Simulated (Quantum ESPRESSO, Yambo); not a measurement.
Planning a run of Yambo 5.3.0 on SiC (F-43m). The input:

```
optics
bss
bse
em1s
dipoles
rim_cut
RandQpts= 1000000
RandGvec= 1 RL
Chimod= "HARTREE"
BSKmod= "SEX"
BSEmod= "resonant"
BSSmod= "d"
BSENGexx= 30 Ry
BSENGBlk= 6 Ry
% BSEQptR
 1 | 1 |
%
% BSEBands
 2 | 8 |
%
% BEnRange
 0 | 11 | eV
%
% BDmRange
 0.1 | 0.1 | eV
%
BEnSteps= 111
% BLongDir
 1 | 0 | 0 |
%
% BndsRnXs
 1 | 44 |
%
NGsBlkXs= 6 Ry
% LongDrXs
 1 | 1 | 1 |
%
% KfnQP_E
 1.047 | 1.0 | 1.0 |
%
WRbsWF
```

```sh
OMP_NUM_THREADS=1 mpirun -n 8 yambo -F bse3.in -J bse3 -C bse3 > bse3.log
```

The stored states that it reads are on a 6×6×6 mesh. The structure is cubic, space group F-43m (No. 216). The conventional cell has a = 4.358 Å, b = 4.358 Å, c = 4.358 Å, α = 90.00°, β = 90.00°, γ = 90.00°. Nearest to Si lie 4 C at 1.89 Å. C has 4 Si at 1.89 Å nearest. Farther neighbours are not listed.

Question: Estimate wall time and host memory on 8 MPI ranks of Arm Neoverse V1, shared host.

It took 1.8 min; on shared hardware allow 53 s to 3.5 min. Peak host memory was 3.9 GiB.

The kernel grows as the square of the matrix size, and full diagonalisation as its cube.

[Paths, hosts, dates, memory and timing lines, banners, echoed tables and standing remarks are left out of the program output.]

[Logs are printed without paths, hosts, clocks, repeated set-up lines and the standing remarks that a program may print on its own settings, such as how far it seeks lower states.]

[Runs of the session that timed out or met a known fault of the program may be left out.]

[Hosts, paths, dates, database ids (printed as entryN), source tags and the programs' standing remarks are cut or masked in the printed files.]
